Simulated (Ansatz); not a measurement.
**Effect of pressure 100 GPa on ZnTe**

Take ZnTe in the zinc blende structure (space group F-43m, No. 216; a = 6.1792 Å) as the base.

It is then changed as follows: cell and atoms relaxed at a pressure of 100 GPa.

Computed with Ansatz (an electronic-structure program) PBE, spin-orbit coupling left out, earlier PAW set. Settings: 9×9×9 k-points, 0.05 eV Fermi–Dirac smearing.

Volume per atom: 16.35 Å³ (base 29.49 Å³)
Density: 9.80 g/cm³ (base 5.43 g/cm³)
Lattice parameter a: 5.076 Å (base 6.179 Å)
Enthalpy H = E + PV relative to the base's energy: +12.57 eV/atom
Band gap: 0.41 eV (base 1.07 eV)
Gap character: indirect, Γ → X (base direct at Γ)
Smallest direct gap: 3.33 eV (base 1.07 eV)
Hole mass (degenerate bands, along [100]): 0.17, 0.17, 0.17 mₑ (at Γ) (base 0.077, 0.48, 0.48 mₑ (at Γ))

Final structure:

```
CELL_PARAMETERS angstrom
      0.00000     2.53820     2.53820
      2.53820     0.00000     2.53820
      2.53820     2.53820     0.00000
ATOMIC_POSITIONS crystal
  Te 0.75000 0.75000 0.75000
  Zn 0.00000 0.00000 0.00000
```

With Te present, leaving out spin-orbit coupling can change the band edges. Load acts through the strain it causes; cell and atoms are relaxed under it. Effective masses come from finite differences of ±0.01 Å⁻¹. Whether these cells are dynamically stable was not tested. Measured, ZnTe leaves this structure (for cinnabar) near 9.5 GPa (temperature not stated; as listed in Datta, Sujoy, Jana, Debnarayan, arXiv (2020)), on rising pressure, with hysteresis.
